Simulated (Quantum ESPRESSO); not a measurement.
The system is PtSe2.

```
Pt Se
1.0
     3.72400    0.00000    0.00000
    -1.86200    3.22508    0.00000
     0.00000    0.00000    5.06200
Pt Se
1 2
Direct
  0.00000 0.00000 0.00000
  0.33333 0.66667 0.25000
  0.66667 0.33333 0.75000
```

```yaml
Program: Quantum ESPRESSO 7.5
Task: phonons
Functional: PBE
Potentials_or_basis: GBRV 1.5 PBE
Cutoff: 612 eV
Density_cutoff: 4898 eV
k_mesh: 4 × 4 × 2, shifted
Occupations: fermi-dirac, width 0.05 eV
Spin: no spin polarisation
Mixing_beta: 0.5
Most_SCF_iterations: 120
SCF_threshold: 6e-10 Ry
```

The cell and the atoms were relaxed first, to 22.29 Å³/atom (a = 3.767 Å, b = 3.767 Å, c = 5.440 Å, α = 90.00°, β = 90.00°, γ = 120.00°), and the response was taken there.

```
Pt Se
1.0
     3.76728    0.00000    0.00000
    -1.88364    3.26256    0.00000
     0.00000    0.00000    5.44024
Pt Se
1 2
Cartesian
  0.0000 0.0000 0.0000
  0.0000 2.1750 1.3012
  1.8836 1.0875 4.1391
```

Task: Where do the zone-centre optical modes lie?

Result: Eg at 163 cm⁻¹ (Raman); A1g at 185 cm⁻¹ (Raman); Eu at 196 cm⁻¹ (IR); A2u at 215 cm⁻¹ (IR).

Optical modes at Γ, degenerate ones joined:
```csv
cm⁻¹,components,symmetry,active in
163,2,Eg,Raman
185,1,A1g,Raman
196,2,Eu,IR
215,1,A2u,IR
```

Caveat: the k mesh is coarse (spacing up to 0.62 Å⁻¹), so the values aren't converged; the mesh is thin for the phonons of a metal; the layers were relaxed without a dispersion term, so their spacing and the soft interlayer modes are unreliable.
